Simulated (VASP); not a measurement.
# Na2HF (P-6m2) in VASP: a series of runs

The runs below take Na2HF through single point, relaxation of cell and atoms, with PBE.

Everything below comes from runs of VASP 6.6.1. Logs are shortened: lines on timing, memory, paths and dates and some standing lists are left out, and cuts for length are marked.

## Step 1: The structure

The structure is hexagonal, space group P-6m2 (No. 187). The conventional cell has a = 3.293 Å, b = 3.293 Å, c = 5.781 Å, α = 90.00°, β = 90.00°, γ = 120.00°. Na (site symmetry 3m) has 3 F at 2.38 Å and 3 H at 2.40 Å as nearest neighbours. H (site symmetry -6m2) is surrounded by 6 Na at 2.40 Å. F (site symmetry -6m2) has 6 Na at 2.38 Å as nearest neighbours.

The cell was built by a generator and needn't be a form met in nature.

## Step 2: Single point, PBE

INCAR

```
SYSTEM = Na2HF
PREC = Accurate ; ENCUT = 520
EDIFF = 1E-6 ; ISMEAR = 0
SIGMA = 0.02 ; LREAL = .False.
LASPH = .True. ; NELM = 100
ALGO = Normal ; ISIF = 2
LWAVE = .False. ; LCHARG = .False.
GGA = PE ; NBANDS = 19
```

KPOINTS

```
Automatic mesh
0
Gamma
  9 9 4
  0 0 0
```

POSCAR

```
Na2HF
1.0
    3.2934277718      0.0000000000      0.0000000000
   -1.6467138859      2.8521921160      0.0000000000
    0.0000000000      0.0000000000      5.7808303234
Na H F
2 1 1
Direct
    0.6666666667      0.3333333333      0.2538019910
    0.6666666667      0.3333333333      0.7461980090
    0.0000000000      0.0000000000      0.0000000000
    0.3333333333      0.6666666667      0.5000000000
```

Potentials or basis: VASP PAW PBE potentials, release 64 (Na_pv, H, F).

The run is started by

```sh
$ cat potpaw_PBE.64/Na_pv/POTCAR potpaw_PBE.64/H/POTCAR potpaw_PBE.64/F/POTCAR > POTCAR
$ mpirun -np 1 vasp_std > vasp.out
```

OUTCAR:

```text
SYSTEM = Na2HF
   PREC = Accurate
   ENCUT = 520
   EDIFF = 1E-6
   ISMEAR = 0
   LREAL = .False.
   LASPH = .True.
   NELM = 100
   ISIF = 2
   GGA = PE

 ion  position               nearest neighbor table
   1  0.667  0.333  0.254-
   2  0.667  0.333  0.746-
   3  0.000  0.000  0.000-
   4  0.333  0.667  0.500-

  LATTYP: Found a hexagonal cell.
 ALAT       =     3.2934277718
 C/A-ratio  =     1.7552625179

  Lattice vectors:

 A1 = (   3.2934277718,   0.0000000000,   0.0000000000)
 A2 = (  -1.6467138859,   2.8521921160,   0.0000000000)
 A3 = (   0.0000000000,   0.0000000000,   5.7808303234)

Analysis of symmetry for initial positions (statically):
=====================================================================
 Subroutine PRICEL returns:
 Original cell was already a primitive cell.

 Routine SETGRP: Setting up the symmetry group for a
 hexagonal supercell.

 Subroutine GETGRP returns: Found 12 space group operations
 (whereof 12 operations were pure point group operations)
 out of a pool of 24 trial point group operations.

The static configuration has the point symmetry D_3h.

Analysis of symmetry for dynamics (positions and initial velocities):
=====================================================================
 Subroutine PRICEL returns:
 Original cell was already a primitive cell.

 Routine SETGRP: Setting up the symmetry group for a
 hexagonal supercell.

 Subroutine GETGRP returns: Found 12 space group operations
 (whereof 12 operations were pure point group operations)
 out of a pool of 24 trial point group operations.

The dynamic configuration has the point symmetry D_3h.

 Subroutine INISYM returns: Found 12 space group operations
 (whereof 12 operations are pure point group operations),
 and found     1 'primitive' translations

----------------------------------------------------------------------------------------

                                     Primitive cell

  volume of cell :      54.3022

  direct lattice vectors                    reciprocal lattice vectors
     3.293427772  0.000000000  0.000000000     0.303635018  0.175303759  0.000000000
    -1.646713886  2.852192116  0.000000000     0.000000000  0.350607518  0.000000000
     0.000000000  0.000000000  5.780830323     0.000000000  0.000000000  0.172985530

  length of vectors
     3.293427772  3.293427772  5.780830323     0.350607518  0.350607518  0.172985530

  position of ions in fractional coordinates (direct lattice)
     0.666666667  0.333333333  0.253801991
     0.666666667  0.333333333  0.746198009
     0.000000000  0.000000000  0.000000000
     0.333333333  0.666666667  0.500000000

  ion indices of the primitive-cell ions
   primitive index   ion index
                 1           1
                 2           2
                 3           3
                 4           4

----------------------------------------------------------------------------------------

 KPOINTS: Automatic mesh

Automatic generation of k-mesh.
 Grid dimensions read from file:
 generate k-points for:    9    9    4

 Generating k-lattice:

  Cartesian coordinates                     Fractional coordinates (reciprocal lattice)
     0.033737224  0.019478195  0.000000000     0.111111111 -0.000000000  0.000000000
     0.000000000  0.038956391  0.000000000     0.000000000  0.111111111  0.000000000
     0.000000000  0.000000000  0.043246383     0.000000000  0.000000000  0.250000000

  Length of vectors
     0.038956391  0.038956391  0.043246383

  Shift w.r.t. Gamma in fractional coordinates (k-lattice)
     0.000000000  0.000000000  0.000000000

 Subroutine IBZKPT returns following result:
 ===========================================

 Found     36 irreducible k-points:

 Following reciprocal coordinates:
            Coordinates               Weight
  0.000000  0.000000  0.000000      1.000000
  0.111111  0.000000  0.000000      6.000000
  0.222222  0.000000  0.000000      6.000000
  0.333333  0.000000  0.000000      6.000000
  0.444444  0.000000  0.000000      6.000000
  0.111111  0.111111  0.000000      6.000000
[... 16 lines left out ...]
  0.333333  0.222222  0.250000     24.000000
  0.333333  0.333333  0.250000      4.000000
 [... further k-points ...]
   k-points           NKPTS =     36   k-points in BZ     NKDIM =     36   number of bands    NBANDS=     19
   number of dos      NEDOS =    301   number of ions     NIONS =      4
   total plane-waves  NPLWV =  27648
   dimension x,y,z NGX =    24 NGY =   24 NGZ =   48
   dimension x,y,z NGXF=    48 NGYF=   48 NGZF=   96
   ions per type =               2   1   1
   NGX,Y,Z   is equivalent  to a cutoff of  12.11, 12.11, 13.80 a.u.
   NGXF,Y,Z  is equivalent  to a cutoff of  24.23, 24.23, 27.61 a.u.
 SYSTEM =  Na2HF
   PREC   = accura    normal or accurate (medium, high low for compatibility)
   ISTART =      0    job   : 0-new  1-cont  2-samecut
   ICHARG =      2    charge: 1-file 2-atom 10-const
   ISPIN  =      1    spin polarized calculation?
   LNONCOLLINEAR =      F non collinear calculations
   LSORBIT =      F    spin-orbit coupling
   LASPH  =      T    aspherical Exc in radial PAW
   ENCUT  =  520.0 eV  38.22 Ry    6.18 a.u.   6.12  6.12 10.75*2*pi/ulx,y,z
   NELM   =    100;   NELMIN=  2; NELMDL= -5     # of ELM steps
   EDIFF  = 0.1E-05   stopping-criterion for ELM
   LREAL  =      F    real-space projection
   EDIFFG = 0.1E-04   stopping-criterion for IOM
   NSW    =      0    number of steps for IOM
   IBRION =     -1    ionic relax: 0-MD 1-quasi-New 2-CG
   NFREE  =      0    steps in history (QN), initial steepest desc. (CG)
   ISIF   =      2    stress and relaxation
   ISYM   =      2    0-nonsym 1-usesym 2-fastsym
   POTIM  = 0.5000    time-step for ionic-motion
   TEBEG  =    0.0;   TEEND  =   0.0 temperature during run
   PSTRESS=    0.0 pullay stress
   NELECT =      22.0000    total number of electrons
   NUPDOWN=      -1.0000    fix difference up-down
   EMIN   =  10.00;   EMAX   =-10.00  energy-range for DOS
   EFERMI =   0.00;   METHOD = LEGACY
   ISMEAR =     0;   SIGMA  =   0.02  broadening in eV -4-tet -1-fermi 0-gaus
   EFERMI_NEDOS =   21; number of points for ismear=-14 and -15
   IALGO  =     38    algorithm
   IMIX   =      4    mixing-type and parameters
     AMIX     =   0.40;   BMIX     =  1.00
     AMIX_MAG =   1.60;   BMIX_MAG =  1.00
  volume/ion in A,a.u.               =      13.58        91.61
  Fermi-wavevector in a.u.,A,eV,Ry     =   1.211370  2.289157 19.965412  1.467416
  Thomas-Fermi vector in A             =   2.346887
   LORBIT       =      0    0 simple, 1 ext, 2 COOP (PROOUT), +10 PAW based schemes
   GGA     = PE    functional components
   LHFCALC =     F    Hartree Fock is set to
   AEXX    =    0.0000 exact exchange contribution
   IVDW    =     0    specifies the selected vdW correction
   LEPSILON=     F    determine dielectric tensor
   LRPA    =     F    only Hartree local field effects (RPA)
 non-spin polarized calculation
 Gauss-broadening in eV      SIGMA  =   0.02
  energy-cutoff  :      520.00
  volume of cell :       54.30
 maximum number of plane-waves:      1488
   NGX = 13   NGY = 13   NGZ = 21

 number of electron      21.9999989 magnetization

 Free energy of the ion-electron system (eV)
  ---------------------------------------------------
  ext. energy  EPLUGINS =         0.00000000
  ---------------------------------------------------
  free energy    TOTEN  =       -13.46205099 eV

  energy without entropy =      -13.46205099  energy(sigma->0) =      -13.46205099

 E-fermi :  -0.2058     XC(G=0):  -8.3185

 val. band max:       -0.3154116942   @ k =   0.3333   0.3333   0.0000
 cond. band min:       2.8772287831   @ k =   0.0000   0.0000   0.5000
 fundamental gap:      3.1926404772
 Fermi energy:        -0.2058467732

 k-point     1 :       0.0000    0.0000    0.0000
  band No.  band energies     occupation
      1     -22.9390      2.00000
      2     -22.4888      2.00000
      3     -22.4888      2.00000
      4     -22.4659      2.00000
      5     -22.4659      2.00000
      6     -22.4427      2.00000
[... 11 lines left out ...]
     18      17.1606      0.00000
     19      17.1607      0.00000

 k-point     2 :       0.1111    0.0000    0.0000
  band No.  band energies     occupation
      1     -22.9251      2.00000
      2     -22.5132      2.00000
      3     -22.4916      2.00000
      4     -22.4770      2.00000
      5     -22.4684      2.00000
      6     -22.4413      2.00000
[... 11 lines left out ...]
     18      16.1752      0.00000
     19      16.2557      0.00000

 k-point     3 :       0.2222    0.0000    0.0000
  band No.  band energies     occupation
      1     -22.8919      2.00000
      2     -22.5663      2.00000
      3     -22.5049      2.00000
      4     -22.4989      2.00000
      5     -22.4745      2.00000
      6     -22.4378      2.00000
[... 11 lines left out ...]
     18      14.0332      0.00000
     19      16.0239      0.00000

 k-point     4 :       0.3333    0.0000    0.0000
  band No.  band energies     occupation
      1     -22.8610      2.00000
      2     -22.6105      2.00000
      3     -22.5364      2.00000
      4     -22.5071      2.00000
      5     -22.4815      2.00000
      6     -22.4339      2.00000
[... 407 lines left out ...]
     18      14.7692      0.00000
     19      15.1352      0.00000

 k-point    23 :       0.3333    0.2222    0.2500
  band No.  band energies     occupation
      1     -22.8161      2.00000
      2     -22.6016      2.00000
      3     -22.5528      2.00000
      4     -22.5417      2.00000
      5     -22.5139      2.00000
      6     -22.4599      2.00000
[... 11 lines left out ...]
     18      14.0450      0.00000
     19      15.4790      0.00000

 k-point    24 :       0.3333    0.3333    0.2500
  band No.  band energies     occupation
      1     -22.8056      2.00000
      2     -22.6028      2.00000
      3     -22.5573      2.00000
      4     -22.5389      2.00000
      5     -22.5326      2.00000
      6     -22.4587      2.00000
[... 11 lines left out ...]
     18      13.8493      0.00000
     19      15.0375      0.00000

 [... further k-points ...]

------------------------ aborting loop because EDIFF is reached ----------------------------------------

  FORCE on cell =-STRESS in cart. coord.  units (eV):
  Direction    XX          YY          ZZ          XY          YZ          ZX
  --------------------------------------------------------------------------------------
  -------------------------------------------------------------------------------------
  Total       -0.0392809     -0.0392809     -0.0421911      0.0000000     -0.0000000      0.0000000
  in kB       -1.1589786     -1.1589786     -1.2448424      0.0000000     -0.0000000      0.0000000
  external PRESSURE =      -1.1875999 kB  Pullay stress =       0.0000000 kB

 VOLUME and BASIS-vectors are now :
 -----------------------------------------------------------------------------
  energy-cutoff  :      520.00
  volume of cell :       54.30
      direct lattice vectors                 reciprocal lattice vectors
     3.293427772  0.000000000  0.000000000     0.303635018  0.175303759  0.000000000
    -1.646713886  2.852192116  0.000000000     0.000000000  0.350607518  0.000000000
     0.000000000  0.000000000  5.780830323     0.000000000  0.000000000  0.172985530

 POSITION                                       TOTAL-FORCE (eV/Angst)
 -----------------------------------------------------------------------------------
      1.64671      0.95073      1.46719        -0.000000      0.000000     -0.003557
      1.64671      0.95073      4.31364        -0.000000      0.000000      0.003557
      0.00000      0.00000      0.00000        -0.000000     -0.000000      0.000000
     -0.00000      1.90146      2.89042         0.000000     -0.000000      0.000000
 -----------------------------------------------------------------------------------
    total drift:                               -0.000000      0.000000      0.000000

  FREE ENERGIE OF THE ION-ELECTRON SYSTEM (eV)
  ---------------------------------------------------
  free  energy   TOTEN  =       -13.4620509883 eV

  energy  without entropy=      -13.4620509883  energy(sigma->0) =      -13.46205099
```

It took 10 s on 1 thread of Intel Xeon 6975P-C (Granite Rapids), shared host; peak memory 0.18 GiB.

What came out:

* Free energy: -13.4621 eV
* Pressure: -0.1 GPa
* Largest force: 0.004 eV/Å
* Band gap on the k mesh: 3.19 eV, indirect (least direct gap 5.12 eV)

Forces on the atoms (eV/Å):
```
Na   0.000  0.000 -0.004
Na   0.000  0.000  0.004
H    0.000  0.000  0.000
F    0.000  0.000  0.000
```

Levels at points of the mesh, in eV from the valence-band top:
```tsv
k point	band 9	band 10	band 11	band 12	band 13	band 14
(0.00, 0.00, 0.00)	-2.86	-2.86	-2.64	5.30	5.65	11.31
(0.00, 0.00, 0.50)	-2.86	-2.86	-1.94	3.19	9.53	9.67
```

Caveat: an odd mesh through Γ misses points on the zone boundary, where band edges often lie.

## Step 3: Relaxation of cell and atoms, PBE

This run uses another cell than the first one, of 13.62 Å³/atom, 1.003 times its volume.

INCAR

```
SYSTEM = Na2HF
PREC = Accurate ; ENCUT = 600
EDIFF = 1E-6 ; ISMEAR = 0
SIGMA = 0.02 ; LREAL = .FALSE.
LASPH = .TRUE. ; NELM = 100
ALGO = Normal ; ISIF = 3
LWAVE = .FALSE. ; LCHARG = .FALSE.
GGA = PE ; IBRION = 2
NSW = 100 ; EDIFFG = -0.01
```

KPOINTS

```
regular mesh
0
G
  9 9 4
  0 0 0
```

POSCAR

```
Na2HF
1.0
    3.2928786155      0.0000000000      0.0000000000
   -1.6464393077      2.8517165326      0.0000000000
    0.0000000000      0.0000000000      5.7996617312
Na H F
2 1 1
Direct
    0.6666666667      0.3333333333      0.2547478448
    0.6666666667      0.3333333333      0.7452521552
    0.0000000000      0.0000000000      0.0000000000
    0.3333333333      0.6666666667      0.5000000000
```

Potentials or basis: VASP PAW PBE potentials, release 64 (Na_pv, H, F).

The run is started by

```sh
$ cat potpaw_PBE.64/Na_pv/POTCAR potpaw_PBE.64/H/POTCAR potpaw_PBE.64/F/POTCAR > POTCAR
$ mpirun -np 1 vasp_std > vasp.out
```

Wall time 41 s (1 thread of Intel Xeon 6975P-C (Granite Rapids), shared host); peak memory 0.2 GiB.

Results (log left out):

- Free energy: -13.4643 eV
- Relaxed volume: 13.52 Å³/atom
- Relaxed cell: a = 3.289 Å, b = 3.289 Å, c = 5.773 Å, α = 90.00°, β = 90.00°, γ = 120.00°
- Space group after relaxing (to 0.05 Å): P-6m2 (No. 187)
- Energy gained by relaxing: 0.1 meV/atom
- Ionic steps: 5
- Pressure after relaxing: 0.0 GPa
- Largest force after relaxing: 0.009 eV/Å
- Band gap on the k mesh: 3.20 eV, indirect (least direct gap 5.13 eV)

Forces on the atoms (eV/Å):
```
Na   0.000  0.000 -0.009
Na   0.000  0.000  0.009
H    0.000  0.000  0.000
F    0.000  0.000  0.000
```

Step by step:
```tsv
step	energy change (eV)	largest force (eV/Å)	pressure (GPa)	volume (Å³)
1	0.0000	0.0388	-0.21	54.46
2	-0.0003	0.0279	-0.08	54.32
3	-0.0005	0.0190	-0.03	54.20
4	-0.0006	0.0009	0.08	53.97
5	-0.0006	0.0090	0.01	54.07
```

Final structure:
```
CELL_PARAMETERS angstrom
3.28868 0.00000 0.00000
-1.64434 2.84808 0.00000
0.00000 0.00000 5.77273
ATOMIC_POSITIONS crystal
Na 0.66667 0.33333 0.25383
Na 0.66667 0.33333 0.74617
H 0.00000 0.00000 0.00000
F 0.33333 0.66667 0.50000
```

Levels at points of the mesh, in eV from the valence-band top:
```csv
k point,band 7,band 8,band 9,band 10,band 11,band 12,band 13,band 14,band 15
"(0.00, 0.00, 0.00)",-21.50,-3.74,-2.87,-2.87,-2.65,5.32,5.67,11.34,13.95
"(0.00, 0.00, 0.50)",-21.47,-4.11,-2.87,-2.87,-1.94,3.20,9.55,9.70,12.53
```

Caveat: an odd mesh through Γ misses points on the zone boundary, where band edges often lie.
